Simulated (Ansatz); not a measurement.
IrO2, space group P4_2/mnm, a scan of the Hubbard U

With Ansatz's Python interface.

Notebook, run cell by cell (the value of a cell's last expression is shown):

In [1]:
```python
from dataclasses import dataclass

import ansatz as az
import numpy as np
```

In [2]:
```python
@dataclass(frozen=True)
class Options:
    xc: str = 'PBE'
    k_length: int = 24
    smearing: str = 'fermi_dirac'
    sigma: float = 0.1
```

In [3]:
```python
settings = Options()
```

In [4]:
```python
def count_gap(report):
    # lowest empty less highest filled band, counting bands; zero where they overlap
    return max(report.get('gap_by_band_count_ev') or 0.0, 0.0)
```

In [5]:
```python
structure = (
    az.Lattice.from_parameters(4.5051, 4.5051, 3.1586, alpha=90, beta=90, gamma=90)
    .space_group(136, hermann_mauguin='P42/mnm')
    .atom('Ir', (0.0, 0.0, 0.0))
    .atom('O', (0.3077, 0.3077, 0.0))
)
```

In [6]:
```python
job = (
    structure.calculation()
    .functional(settings.xc)
    .kpoints(length=settings.k_length)
    .occupations(settings.smearing, width=settings.sigma)
    .band_table()
)
rows = []
for u in [1.0, 3.0, 5.0, 7.0]:
    report = job.hubbard('Ir', 'd', u_eff=u).run(threads=1, pin='off').report
    shell = report['hubbard']['n_scf']
    rows.append((u, count_gap(report), sum(shell) / len(shell), report['n_iterations']))
for row in rows:
    print('; '.join(f'{name} = {round(v, 4) if isinstance(v, float) else v}' for name, v in zip(['U_eff eV', 'gap by band count eV', 'Ir d occupation (projector)', 'iterations'], row)))
print('eigenvalues of the first occupation matrix at the last U, by spin:')
for channel in report['hubbard']['n_eig'][0]:
    print('  ', ' '.join(f'{n:.3f}' for n in channel))
```
```text
DeckWarning: basis.ecutwfc = 420 eV, auto-derived from the records' recommended cutoffs: set by Ir (normal level)
U_eff eV = 1.0; gap by band count eV = 0.0; Ir d occupation (projector) = 7.0786; iterations = 9
U_eff eV = 3.0; gap by band count eV = 0.0; Ir d occupation (projector) = 7.0945; iterations = 9
U_eff eV = 5.0; gap by band count eV = 0.0; Ir d occupation (projector) = 7.1067; iterations = 9
U_eff eV = 7.0; gap by band count eV = 0.0; Ir d occupation (projector) = 7.1146; iterations = 9
eigenvalues of the first occupation matrix at the last U, by spin:
   0.376 0.399 0.867 0.931 0.985
```

Notes:
- No spin polarisation was allowed.
- For a metal this k-point mesh is coarse: on a finer one energies can move by several to tens of meV an atom and pressures by half a GPa or more, differences at one mesh by less.
- A gap by band count of zero or less means overlapping bands, a metal.
- A Hubbard U without spin forces both spins into the same orbitals, which can open a gap or pick a state that a spin-polarised run wouldn't.
- The structure is a deposited one; some such entries were measured under pressure or heat, so a shift against it needn't be the functional's error alone.
- Levels are Kohn-Sham eigenvalues on this mesh, without spin-orbit coupling.
- Warnings are shown shortened and without file and line.
- Shell occupations and the effect of U depend on the projectors; a run with no .spin step is spin-unpolarised, and each U may end in a state that isn't the lowest.
- The whole script took 14 s on 1 thread of Arm Neoverse V2, on a shared host, peak memory 0.42 GiB.
